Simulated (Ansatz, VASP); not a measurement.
## Mg2Ge in VASP and in Ansatz

```
Ge Mg
1.0
     0.00000    3.21012    3.21012
     3.21012    0.00000    3.21012
     3.21012    3.21012    0.00000
Ge Mg
1 2
Direct
  0.00000 0.00000 0.00000
  0.75000 0.75000 0.75000
  0.25000 0.25000 0.25000
```

Change from the starting cell: volume scaled by 1.02.

Alike in both runs: task single point; functional PBE; k mesh 7 × 7 × 7; occupations fermi-dirac, width 0.05 eV; no spin polarisation.

```csv
,VASP,Ansatz
version,VASP 6.6.1,Ansatz 0.2.0
potentials or method,"VASP PAW PBE potentials, release 64 (Ge_d, Mg)",Ansatz PAW
plane-wave cutoff (eV),520,420
valence electrons in the cell,18,34
```

Ansatz gave:

| Property | Result |
| --- | --- |
| gap on the k mesh at the Fermi level (eV) | 0.30 |
| least direct gap on the mesh (eV) | 0.95 |
| pressure (GPa) | 0.0 |

Q: Estimate VASP's values.

A: gap on the k mesh at the Fermi level (eV): 0.29; least direct gap on the mesh (eV): 0.94; pressure (GPa): -0.2.

With one functional, cell and mesh, what is left measures potentials, basis and numerics. The two sets of potentials don't hold the same shells in valence.

Caveats: an odd mesh through Γ misses points on the zone boundary, where band edges often lie (VASP); odd divisions of the mesh miss points on the zone boundary, where band edges often lie, so the gap on the mesh can be too wide (Ansatz).
